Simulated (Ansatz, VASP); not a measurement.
**One calculation of I, two programs**

The input INCAR:

```
ALGO = Fast
EDIFF = 1E-7
ENCUT = 520
GGA = RP
ISIF = 2
ISMEAR = 0
LASPH = T
LCHARG = F
LREAL = F
LWAVE = F
NBANDS = 10
NELM = 60
PREC = Accurate
SIGMA = 0.15
```

Contents of KPOINTS:

```
k-points
0
Gamma
  9 9 9
```

The input POSCAR:

```
I
1.0
    0.0000000000      2.3656004400      3.9098401300
    2.1922454700      0.0000000000      3.9098401300
    2.1922454700      2.3656004400      0.0000000000
I
1
Direct
    0.0000000000      0.0000000000      0.0000000000
```

Input for Ansatz:

```yaml
crystal:
  lattice:
    - [0.0, 2.36560044, 3.90984013]
    - [2.19224547, 0.0, 3.90984013]
    - [2.19224547, 2.36560044, 0.0]
  atoms:
    - { symbol: I, position: [0.0, 0.0, 0.0] }
kpoints:
  mp_grid:
    grid: [9, 9, 9]
hamiltonian:
  xc: rpbe
scf:
  lower_state_search: "off"
  occupations:
    method: gaussian
    width: 0.15
output:
  stress: true
```

Alike in both runs: task single point; functional RPBE; k mesh 9 × 9 × 9; occupations gaussian, width 0.15 eV; no spin polarisation.

|  | VASP | Ansatz |
| --- | --- | --- |
| version | VASP 6.6.1 | Ansatz 0.2.0 |
| potentials or method | VASP PAW PBE potentials, release 64 (I) | plane waves, PAW |
| plane-wave cutoff (eV) | 520 | 420 |
| valence electrons in the cell | 7 | 17 |

Ansatz gave:

| Item | Value |
| --- | --- |
| pressure (GPa) | 1.8 |
| largest component of the traceless stress (GPa) | 0.22 |

Question: Which values does VASP return?

Answer: Pressure (GPa): 1.8; largest component of the traceless stress (GPa): 0.27.

The two sets of potentials don't hold the same shells in valence.

Caveats: the PAW data sets were made with another functional, which shifts forces and pressure a little (VASP); an odd number of electrons without spin polarisation forces a metal; a magnetic or distorted state may lie lower. Spin-orbit coupling is left out, which matters for the levels of I.
